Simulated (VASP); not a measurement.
A run of VASP 6.6.1 is set up as follows.

Contents of INCAR:

```
SYSTEM = MgS
PREC     = Accurate       ! precision mode
ENCUT    = 450            ! plane-wave cutoff, eV
EDIFF    = 1E-7           ! SCF threshold, eV
ISMEAR   = 0              ! smearing method
SIGMA    = 0.02           ! smearing width, eV
LREAL    = .FALSE.        ! projectors in reciprocal space
LASPH    = .TRUE.         ! aspherical terms in the spheres
NELM     = 80             ! most SCF steps
ALGO     = Fast           ! electronic algorithm
ISIF     = 2              ! what is computed and relaxed
LWAVE    = .FALSE.        ! write WAVECAR
LCHARG   = .FALSE.        ! write CHGCAR
GGA      = PE             ! functional
NBANDS   = 16             ! bands
```

Contents of KPOINTS:

```
Automatic mesh
0
G
  4 4 2
  0 0 0
```

Contents of POSCAR:

```
MgS
1.0
    4.0346224068      0.0000000000      0.0000000000
   -2.0173112034      3.4940854990      0.0000000000
    0.0000000000      0.0000000000      6.4322941800
S Mg
2 2
Direct
    0.6666666667      0.3333333333      0.8792441500
    0.3333333333      0.6666666667      0.3792441500
    0.3333333333      0.6666666667      0.9957548500
    0.6666666667      0.3333333333      0.4957548500
```

Potentials or basis: VASP PAW PBE potentials, release 64 (S_GW, Mg_GW).

Launch:

```bash
$ cat potpaw_PBE.64/S_GW/POTCAR potpaw_PBE.64/Mg_GW/POTCAR > POTCAR
$ mpirun -np 1 vasp_std > vasp.out
```

What does it give for the pressure?

0.9 GPa.

Predict the largest force.

0.047 eV/Å.

What does it give for the band gap on the k mesh?

3.43 eV, direct.

Forces on the atoms (eV/Å):
```
S    0.000  0.000 -0.047
S    0.000  0.000 -0.047
Mg   0.000  0.000  0.047
Mg   0.000  0.000  0.047
```

Caveat: the k mesh is coarse (spacing up to 0.49 Å⁻¹), so the values aren't converged. Expect the measured gap to be larger: semilocal functionals such as PBE lack the derivative discontinuity.
